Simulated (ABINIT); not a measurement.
Si2W: single point with LDA

Crystal: Si2W.

```
W Si
1.0
    -1.60690    1.60690    3.91495
     1.60690   -1.60690    3.91495
     1.60690    1.60690   -3.91495
W Si
1 2
Direct
  0.00000 0.00000 0.00000
  0.66530 0.66530 0.00000
  0.33470 0.33470 0.00000
```

```
Program             : ABINIT 10.8.3 (patched build)
Task                : single point
Functional          : LDA
Potentials or basis : JTH PAW LDA v2.0
Cutoff              : 408 eV
k mesh              : 7 × 7 × 7
Occupations         : fermi-dirac, width 0.05 eV
Spin                : no spin polarisation
Fine-grid cutoff    : 816.342 eV
```

```
Largest force                                         : 0.087 eV/Å
Band gap on the k mesh                                : none (metal or under the smearing width)
Valence electrons inside the program's atomic spheres : W 11.90; Si 1.57
```

Forces on the atoms (eV/Å):
```
W    0.000  0.000  0.000
Si   0.000  0.000 -0.087
Si   0.000  0.000  0.087
```

Levels at points of the mesh, in eV from the Fermi level:
```tsv
k point	band 7	band 8	band 9	band 10	band 11	band 12	band 13	band 14	band 15
(0.00, 0.00, 0.00)	-3.66	-3.27	-2.77	-2.77	0.68	2.79	3.16	3.19	3.19
```

It took 42 s on 1 thread of Intel(R) Xeon(R) 6975P-C (Granite Rapids), on a shared host, peak memory 0.11 GiB.

Caveat: the k mesh is coarse (spacing up to 0.39 Å⁻¹), so the values aren't converged. The run has no spin-orbit coupling, so splittings on W are missing.
